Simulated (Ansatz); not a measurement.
AlAu:

```
Au Al
1.0
     3.22394    0.00000    0.00000
     0.00000    3.22394    0.00000
     0.00000    0.00000    3.22394
Au Al
1 1
Cartesian
  1.6120 1.6120 1.6120
  0.0000 0.0000 0.0000
```

The cell comes from a database or a generator and needn't be the stable form of this composition.

- Program: Ansatz 0.2.0
- Task: relaxation of cell and atoms
- Functional: PBEsol
- Potentials or basis: all-electron LAPW, scalar-relativistic
- Basis error allowed: 0.001 eV/atom
- k mesh: 8 × 8 × 8
- Occupations: fermi-dirac, width 0.05 eV
- Spin: no spin polarisation

At the start: volume 16.75 Å³/atom.

Problem. How do energy, volume and symmetry change on relaxing?

Solution. Over 5 steps the energy falls by 12.4 meV/atom and the volume is 16.02 Å³/atom (-4.4 %); space group Pm-3m (No. 221, to 0.05 Å).

Step by step:
```
step  energy change (eV)  largest force (eV/Å)  volume (Å³)
   1              0.0000                0.0000        33.51
   2             -0.0058                0.0000        30.85
   3             -0.0247                0.0000        32.15
   4             -0.0248                0.0000        32.04
   5             -0.0248                0.0000        32.04
```

Final structure:
```
Au Al
1.0
     3.17600    0.00000    0.00000
     0.00000    3.17600    0.00000
     0.00000    0.00000    3.17600
Au Al
1 1
Direct
  0.50000 0.50000 0.50000
  0.00000 0.00000 0.00000
```
